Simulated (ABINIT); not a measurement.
# ZnS (Wurtzite-4H): single point with PBE

**What was measured.**

From a printed reference work, monograph, for a bulk crystal of ZnS at 4 K: band gap 3.911 eV (direct).

The system is ZnS (Wurtzite-4H).

```xyz
8
Lattice="3.8227 0.0000 0.0000 -1.9114 3.3106 0.0000 0.0000 0.0000 12.5200" Properties=species:S:1:pos:R:3 pbc="T T T"
Zn    1.9114    1.1035    9.3900
Zn    0.0000    2.2070    3.1300
Zn    0.0000    0.0000    6.2600
Zn    0.0000    0.0000    0.0000
S     1.9114    1.1035   11.7375
S     0.0000    2.2070    5.4775
S     0.0000    0.0000    8.6075
S     0.0000    0.0000    2.3475
```

| Property | Result |
| --- | --- |
| Program | ABINIT 10.8.3 (patched build) |
| Task | single point |
| Functional | PBE |
| Potentials or basis | JTH PAW PBE v2.0 |
| Cutoff | 544 eV |
| k mesh | 5 × 5 × 2 |
| Occupations | fermi-dirac, width 0.05 eV |
| Spin | no spin polarisation |

The largest force is 0.046 eV/Å, the band gap on the k mesh is 2.11 eV, direct and the valence electrons inside the program's atomic spheres are Zn 10.78; S 3.59.

Forces on the atoms (eV/Å):
```
Zn   0.000  0.000  0.011
Zn   0.000  0.000  0.011
Zn   0.000  0.000  0.026
Zn   0.000  0.000  0.026
S    0.000  0.000  0.009
S    0.000  0.000  0.009
S    0.000  0.000 -0.046
S    0.000  0.000 -0.046
```

Levels at points of the mesh, in eV from the valence-band top:
```
           k point  band 32  band 33  band 34  band 35  band 36  band 37  band 38  band 39  band 40  band 41
(0.00, 0.00, 0.00)    -0.45    -0.45    -0.04     0.00     0.00     2.11     3.18     3.37     3.61     6.32
(0.00, 0.00, 0.50)    -0.75    -0.14    -0.14    -0.14    -0.14     2.97     2.97     3.30     3.30     6.26
```

Run time: 9.1 min on 1 thread of Arm Neoverse V1, with other jobs on the host, peak memory 0.23 GiB.

Measured gap of ZnS: 3.911 eV (direct; 4 K; a printed reference work, monograph). This calculation gives 2.11 eV (-1.80 eV). The value is that of PBE, without temperature or zero-point motion. Semilocal functionals fall short of measured gaps as a rule.
